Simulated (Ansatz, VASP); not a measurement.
## TiO2: VASP beside Ansatz

```
Ti O
1.0
     4.53510    0.00000    0.00000
     0.00000    4.53510    0.00000
     0.00000    0.00000    2.72680
Ti O
2 4
Direct
  0.00000 0.00000 0.00000
  0.50000 0.50000 0.50000
  0.30510 0.30510 0.00000
  0.19490 0.80510 0.50000
  0.69490 0.69490 0.00000
  0.80510 0.19490 0.50000
```

Alike in both runs: task single point; functional PBE; k mesh 6 × 6 × 10; occupations gaussian, width 0.05 eV; no spin polarisation.

|  | VASP | Ansatz |
| --- | --- | --- |
| version | VASP 6.6.1 | Ansatz 0.2.0 |
| potentials or method | VASP PAW PBE potentials, release 64 (Ti_sv, O) | scalar-relativistic, plane waves, PAW |
| plane-wave cutoff (eV) | 520 | 520 |
| valence electrons in the cell | 48 | 48 |

```tsv
	VASP	Ansatz	Ansatz less VASP
gap on the k mesh at the Fermi level (eV)	2.28	2.32	+0.034
least direct gap on the mesh (eV)	2.28	2.32	+0.034
rms of the force components (eV/Å)	0.597	0.574	-0.0230
```

Atom by atom the forces differ by 0.023 eV/Å (rms over components). With one functional, cell and mesh, what is left measures potentials, basis and numerics.

Caveats: forces of over 1 eV/Å show positions far from the minimum, so gaps and moduli don't describe the material at rest. A k mesh can miss the band edges. PBE gaps usually lie below the measured ones, often by a third to a half.
